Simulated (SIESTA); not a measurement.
# Sn: equation of state with LDA

Sn:

```
CELL_PARAMETERS angstrom
0.00000 3.23334 3.23334
3.23334 0.00000 3.23334
3.23334 3.23334 0.00000
ATOMIC_POSITIONS crystal
Sn 0.75000 0.75000 0.75000
Sn 0.50000 0.50000 0.50000
```

This isn't the form of Sn at room conditions, which is tetragonal (white tin).

```json
{"Program": "SIESTA 5.4.2", "Task": "equation of state", "Functional": "LDA", "Potentials or basis": "PseudoDojo 0.4 standard (LDA files)", "Basis": "DZP (energy shift 0.003 Ry; two zetas on semicore shells)", "Grid cutoff": "500 Ry", "Energy shift": "0.003 Ry", "k mesh": "7 × 7 × 7", "Occupations": "fermi-dirac, width 0.05 eV", "Spin": "no spin polarisation"}
```

```json
{
 "Equilibrium volume": "34.06 Å³/atom",
 "Bulk modulus": "44 GPa",
 "Pressure derivative of the bulk modulus": "5.5"
}
```

Energy against volume, from the lowest point:
| volume (Å³/atom) | energy (meV/atom) |
| --- | --- |
| 31.775 | 24.14 |
| 32.451 | 11.32 |
| 33.127 | 3.43 |
| 33.803 | 0.00 |
| 34.479 | 0.45 |
| 35.155 | 4.27 |
| 35.831 | 11.08 |

All runs of the series together: 3.3 min on 1 thread of Arm Neoverse V1, on a shared host.

Caveat: the basis of atomic orbitals isn't converged, which shifts pressures, moduli and gaps.
